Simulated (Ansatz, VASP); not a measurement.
**One calculation of Nb, two programs**

File INCAR:

```
PREC = Accurate
ENCUT = 520
EDIFF = 1E-6
ISMEAR = -1
SIGMA = 0.08
LREAL = False
LASPH = True
NELM = 100
ALGO = Normal
ISIF = 2
LWAVE = False
LCHARG = False
GGA = PE
NBANDS = 12
```

The input KPOINTS:

```
regular mesh
0
Gamma
  13 13 13
```

POSCAR

```
Nb
1.0
    0.0000000000      2.1150000000      2.1150000000
    2.1150000000      0.0000000000      2.1150000000
    2.1150000000      2.1150000000      0.0000000000
Nb
1
Direct
    0.0000000000      0.0000000000      0.0000000000
```

Input for Ansatz:

```yaml
crystal:
  lattice:
    - [0.0, 2.115, 2.115]
    - [2.115, 0.0, 2.115]
    - [2.115, 2.115, 0.0]
  atoms:
    - { symbol: Nb, position: [0.0, 0.0, 0.0] }
kpoints:
  mp_grid: { grid: [13, 13, 13] }
  band_path:
    path:
      - [0.0, 0.0, 0.0]
      - [0.5, 0.0, 0.5]
      - [0.625, 0.25, 0.625]
      - [0.375, 0.375, 0.75]
      - [0.0, 0.0, 0.0]
      - [0.5, 0.5, 0.5]
      - [0.5, 0.25, 0.75]
      - [0.5, 0.0, 0.5]
    npoints: 5
scf:
  occupations: { method: fermi_dirac, width: 0.08 }
hamiltonian:
  xc: pbe
  pseudopotentials:
    kind: all_electron
    lapw: { basis_error: 0.00025 }
    relativity: none
output:
  forces: true
  stress: true
  eigenvalues: true
```

Alike in both runs: task single point; functional PBE; k mesh 13 × 13 × 13; occupations fermi-dirac, width 0.08 eV; no spin polarisation.

|  | VASP | Ansatz |
| --- | --- | --- |
| version | VASP 6.6.1 | Ansatz 0.2.0 |
| potentials or method | VASP PAW PBE potentials, release 64 (Nb_sv) | all-electron LAPW, non-relativistic |
| plane-wave cutoff (eV) | 520 | see its input |

Ansatz gave:

```
pressure (GPa) : -0.3
```

**Question.** Estimate VASP's values.

**Answer.** Pressure (GPa): -1.4.

Ansatz ran all-electron here, so the differences hold the error of VASP's frozen core and of both bases.
